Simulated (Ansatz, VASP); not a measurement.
## BP: VASP beside Ansatz

```xyz
2
Lattice="0.0000 2.1554 2.1554 2.1554 0.0000 2.1554 2.1554 2.1554 0.0000" Properties=species:S:1:pos:R:3 pbc="T T T"
B     0.0000    0.0000    0.0000
P     2.1554    2.1554    2.1554
```

The cell was built by a generator and needn't be a form met in nature.

Alike in both runs: task single point; functional HSE06; k mesh 4 × 4 × 4; occupations fermi-dirac, width 0.02 eV; no spin polarisation.

|  | VASP | Ansatz |
| --- | --- | --- |
| version | VASP 6.6.1 | Ansatz 0.2.0 |
| potentials or method | VASP PAW PBE potentials, release 64 (B, P) | plane waves, PAW |
| plane-wave cutoff (eV) | 520 | 420 |
| valence electrons in the cell | 8 | 8 |

```tsv
	VASP	Ansatz	Ansatz less VASP
pressure (GPa)	-3.6	-2.9	+0.77
```

Ansatz warned: «filled_band_counts_differ_across_k_points».

Caveats: the k mesh is coarse (spacing up to 0.63 Å⁻¹), so the values aren't converged, least of all with exact exchange; the PAW data sets were made with another functional, which shifts forces and pressure a little (VASP).
